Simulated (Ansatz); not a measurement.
# KBr (Fm-3m): the PBE gap against the k mesh of the density

How far can the k mesh of the density be lowered for the gap of KBr (Fm-3m)?

Main program and level: Ansatz 0.2.0; DFT, PBE, plane waves, PAW.

This is a report of a sequence of runs, with most program output left out.

### 1. Starting point

It takes space group Fm-3m (No. 225, cubic). The conventional cell has a = 6.600 Å, b = 6.600 Å, c = 6.600 Å, α = 90.00°, β = 90.00°, γ = 90.00°. K has 6 Br at 3.30 Å nearest. Br has 6 K at 3.30 Å nearest. Farther neighbours and most contacts between anions are not listed.

Structure file:

```cif
data_structure
_symmetry_space_group_name_H-M 'Fm-3m'
_symmetry_Int_Tables_number 225
_cell_length_a 6.6000
_cell_length_b 6.6000
_cell_length_c 6.6000
_cell_angle_alpha 90.000
_cell_angle_beta 90.000
_cell_angle_gamma 90.000
_cell_volume 287.50
loop_
_atom_site_label
_atom_site_type_symbol
_atom_site_symmetry_multiplicity
_atom_site_Wyckoff_symbol
_atom_site_fract_x
_atom_site_fract_y
_atom_site_fract_z
_atom_site_occupancy
K1 K 4 a 0.00000 0.00000 0.00000 1
Br1 Br 4 b 0.50000 0.00000 0.00000 1
```

The cell and positions come from the Crystallography Open Database and are kept as given unless a step says otherwise. The default PAW set here is soft_2. Its files were made with PBE.

### 2. k mesh of the density: 2×2×2

Contents of input.yaml:

```yaml
crystal:
  lattice:
    - [0.0, 3.3, 3.3]
    - [3.3, 0.0, 3.3]
    - [3.3, 3.3, 0.0]
  atoms:
    - { symbol: K, position: [0.0, 0.0, 0.0] }
    - { symbol: Br, position: [0.5, 0.5, 0.5] }
kpoints:
  mp_grid: { grid: [2, 2, 2] }
  band_path:
    path:
      - [0.0, 0.0, 0.0]
      - [0.5, 0.0, 0.5]
      - [0.625, 0.25, 0.625]
      - [0.375, 0.375, 0.75]
      - [0.5, 0.5, 0.5]
      - [0.5, 0.25, 0.75]
    npoints: 1
hamiltonian:
  xc: pbe
scf:
  occupations: { method: fixed }
  n_extra_bands: 4
output:
  eigenvalues: true
```

Launch:

```bash
ansatz run input.yaml --threads 3 --pin off --max-ram 92160MiB --backend cuda --events-out ev --progress --plain --runs-dir out --devices 1 --max-vram 13GiB
```

It took 10 s on 1 × NVIDIA H100 80GB HBM3 (shared by 6 runs) with 3 threads of AMD EPYC 7R13 (Zen 3), shared host; peak memory 0.85 GiB; 4.8 s of CPU time.

This step gave:

- gap: 4.398 eV
- valence top at: Γ
- conduction bottom at: Γ
- least direct gap: 4.398 eV

The gap is direct, at Γ.

### 3. k mesh of the density: 4×4×4

Changes to input.yaml since step 2:

```diff
@@ -9,3 +9,3 @@
 kpoints:
-  mp_grid: { grid: [2, 2, 2] }
+  mp_grid: { grid: [4, 4, 4] }
   band_path:
```

Wall time 7.9 s (1 × NVIDIA H100 80GB HBM3 (shared by 6 runs) with 3 threads); peak memory 0.85 GiB.

This step gave:

```
gap                  : 4.435 eV
valence top at       : Γ
conduction bottom at : Γ
least direct gap     : 4.435 eV
```

The gap is 4.435 eV, +0.037 eV from the run before at this level.

### 4. k mesh of the density: 6×6×6 (the default)

input.yaml, the sections that differ from step 3:

```yaml
kpoints:
  mp_grid: { grid: [6, 6, 6] }
  band_path:
    path:
      - [[0.0, 0.0, 0.0], [0.5, 0.0, 0.5], [0.625, 0.25, 0.625]]
      - [[0.375, 0.375, 0.75], [0.0, 0.0, 0.0], [0.5, 0.5, 0.5], [0.5, 0.25, 0.75], [0.5, 0.0, 0.5]]
    npoints: 10
scf:
  occupations: { method: fermi_dirac, width: 0.02 }
  n_extra_bands: 4
output:
  eigenvalues: true
  write_density: true
  write_potential: true
  elf: true
  volumetric_format: npy
# crystal, hamiltonian: as in step 3
```

Elapsed: 9.3 s, on 1 × NVIDIA H100 80GB HBM3 (shared by 6 runs) with 3 threads; peak memory 0.9 GiB.

Numbers from this step:

| Item | Value |
| --- | --- |
| gap | 4.436 eV |
| valence top at | Γ |
| conduction bottom at | Γ |
| least direct gap | 4.436 eV |

The gap is 4.436 eV, as in the run before at this level.

### 5. k mesh of the density: 10×10×10

input.yaml, the sections that differ from step 4:

```yaml
kpoints:
  mp_grid: { grid: [10, 10, 10] }
  band_path:
    path:
      - [0.0, 0.0, 0.0]
      - [0.5, 0.0, 0.5]
      - [0.625, 0.25, 0.625]
      - [0.375, 0.375, 0.75]
      - [0.5, 0.5, 0.5]
      - [0.5, 0.25, 0.75]
    npoints: 1
scf:
  occupations: { method: fixed }
  n_extra_bands: 4
output:
  eigenvalues: true
# crystal, hamiltonian: as in step 4
```

Run time: 10 s. Hardware: 1 × NVIDIA H100 80GB HBM3 (shared by 6 runs) with 3 threads; peak memory 0.89 GiB.

Numbers from this step:

```
gap                  : 4.435 eV
valence top at       : Γ
conduction bottom at : Γ
least direct gap     : 4.435 eV
```

The gap is 4.435 eV, as in the run before at this level.

### 6. The series

Differences are against the last row; a negative gap means that bands overlap, and a run with a band path holds that path's time. Times are wall times on 1 × NVIDIA H100 80GB HBM3 (shared by 6 runs) with 3 threads of AMD EPYC 7R13 (Zen 3), shared host, good to a factor of about two.

```csv
k mesh of the density,gap (eV),direct gap (eV),gap error (eV),energy error (meV/atom),irreducible k,time
2×2×2,4.398,4.398,−0.037,+52.5,3,10 s
4×4×4,4.435,4.435,−0.0002,+0.2,8,7.9 s
6×6×6,4.436,4.436,+0.0003,+0.0,16,9.3 s
10×10×10,4.435,4.435,+0.000,+0.0,47,10 s
```

### 7. Results

```json
{
 "2×2×2": "4.398 eV",
 "4×4×4": "4.435 eV",
 "6×6×6": "4.436 eV",
 "10×10×10": "4.435 eV"
}
```

In words: The gap holds to 0.02 eV from 4×4×4 on. At 2×2×2 the gap is off by −0.037 eV and the energy by +53 meV/atom. The gap is read over the mesh and added points near the edges, so meshes differ mainly through the density and, for a hybrid, the exchange operator.

[Paths, hosts, dates, memory and timing lines, banners, echoed tables and standing remarks are left out of the program output.]

[Logs are printed without paths, hosts, clocks, repeated set-up lines and the standing remarks that a program may print on its own settings, such as how far it seeks lower states.]

[Runs of the session that timed out or met a known fault of the program may be left out.]

[Cells called generated may have been cut or substituted from an entry of the Crystallography Open Database or the Materials Project.]

[Hosts, paths, dates, database ids (printed as entryN), source tags and the programs' standing remarks are cut or masked in the printed files.]
